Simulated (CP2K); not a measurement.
A run of CP2K 2026.2 is set up as follows.

The input ir_bands.inp:

```
&GLOBAL
  PROJECT ir_bands
  RUN_TYPE ENERGY_FORCE
  PRINT_LEVEL LOW
&END GLOBAL
&FORCE_EVAL
  METHOD QS
  STRESS_TENSOR ANALYTICAL
  &DFT
    BASIS_SET_FILE_NAME BASIS_MOLOPT_UZH
    POTENTIAL_FILE_NAME POTENTIAL_UZH
    &MGRID
      CUTOFF 450
      REL_CUTOFF 60
      NGRIDS 5
    &END MGRID
    &QS
      METHOD GPW
      EPS_DEFAULT 1.0E-9
    &END QS
    &KPOINTS
      SCHEME MONKHORST-PACK 12 12 12
      GAMMA_CENTERED T
      SYMMETRY T
      SYMMETRY_BACKEND SPGLIB
    &END KPOINTS
    &SCF
      SCF_GUESS ATOMIC
      EPS_SCF 1.0E-6
      MAX_SCF 100
      ADDED_MOS 11
      CHOLESKY OFF
      EPS_EIGVAL 1.0E-7
      &DIAGONALIZATION ON
        ALGORITHM STANDARD
      &END DIAGONALIZATION
      &MIXING ON
        METHOD BROYDEN_MIXING
        ALPHA 0.4
        BETA 1.5
        NBUFFER 8
      &END MIXING
      &SMEAR ON
        METHOD FERMI_DIRAC
        ELECTRONIC_TEMPERATURE [K] 116.045
      &END SMEAR
    &END SCF
    &XC
      &XC_FUNCTIONAL PBE
      &END XC_FUNCTIONAL
    &END XC
    &PRINT
      &KPOINTS ON
      &END KPOINTS
      &MULLIKEN ON
      &END MULLIKEN
      &MO ON
        ENERGIES T
        OCCUPATION_NUMBERS T
        &EACH
          QS_SCF 0
        &END EACH
        ADD_LAST NUMERIC
      &END MO
      &BAND_STRUCTURE
        FILE_NAME bands.bs
        ADDED_MOS 4
        &KPOINT_SET
          UNITS B_VECTOR
          NPOINTS 8
          SPECIAL_POINT GAMMA 0.00000000 0.00000000 0.00000000
          SPECIAL_POINT X 0.50000000 0.00000000 0.50000000
          SPECIAL_POINT W 0.50000000 0.25000000 0.75000000
          SPECIAL_POINT K 0.37500000 0.37500000 0.75000000
          SPECIAL_POINT GAMMA 0.00000000 0.00000000 0.00000000
          SPECIAL_POINT L 0.50000000 0.50000000 0.50000000
          SPECIAL_POINT U 0.62500000 0.25000000 0.62500000
          SPECIAL_POINT W 0.50000000 0.25000000 0.75000000
          SPECIAL_POINT L 0.50000000 0.50000000 0.50000000
          SPECIAL_POINT K 0.37500000 0.37500000 0.75000000
        &END KPOINT_SET
        &KPOINT_SET
          UNITS B_VECTOR
          NPOINTS 8
          SPECIAL_POINT U 0.62500000 0.25000000 0.62500000
          SPECIAL_POINT X 0.50000000 0.00000000 0.50000000
        &END KPOINT_SET
      &END BAND_STRUCTURE
    &END PRINT
  &END DFT
  &SUBSYS
    &CELL
      ABC 2.7090675001 2.7090675000 2.7090675000
      ALPHA_BETA_GAMMA 60.0000000004 60.0000000005 60.0000000004
      PERIODIC XYZ
    &END CELL
    &COORD
      SCALED
      Ir  0.0000000000 0.0000000000 0.0000000000
    &END COORD
    &KIND Ir
      BASIS_SET TZVP-MOLOPT-PBE-GTH-q17
      POTENTIAL GTH-PBE-q17
    &END KIND
    &PRINT
      &ATOMIC_COORDINATES ON
      &END ATOMIC_COORDINATES
      &CELL ON
      &END CELL
    &END PRINT
  &END SUBSYS
  &PRINT
    &FORCES ON
    &END FORCES
    &STRESS_TENSOR ON
    &END STRESS_TENSOR
  &END PRINT
&END FORCE_EVAL
```

Potentials or basis: POTENTIAL_UZH Ir GTH-PBE-q17; TZVP-MOLOPT-PBE-GTH basis.

Command:

```bash
$ OMP_NUM_THREADS=2 cp2k.psmp -i ir_bands.inp -o ir_bands.out
```

Problem. Estimate the pressure.

Solution. 9.2 GPa.

Problem. Predict the band gap on the k mesh.

Solution. None (metal or under the smearing width).

Levels at the corners of the path, in eV from the Fermi level:
```csv
point,band 6,band 7,band 8,band 9,band 10,band 11
Γ,-3.97,-3.97,-3.97,-1.22,-1.22,14.08
X,-7.49,0.87,1.47,1.50,1.50,10.63
W,-5.00,-5.00,-1.89,1.50,8.16,8.89
K,-6.12,-3.00,-0.94,0.60,6.17,7.62
Γ,-3.97,-3.97,-3.97,-1.22,-1.22,14.08
L,-4.08,-4.08,-0.95,0.91,0.91,7.35
U,-6.12,-3.00,-0.94,0.60,6.17,7.62
W,-5.00,-5.00,-1.89,1.50,8.16,8.89
L,-4.08,-4.08,-0.95,0.91,0.91,7.35
K,-6.12,-3.00,-0.94,0.60,6.17,7.62
U,-6.12,-3.00,-0.94,0.60,6.17,7.62
X,-7.49,0.87,1.47,1.50,1.50,10.63
```

Caveat: spin-orbit coupling is left out, which moves the levels of the heavy elements; the basis of atomic orbitals isn't converged, which shifts pressures, moduli and gaps.
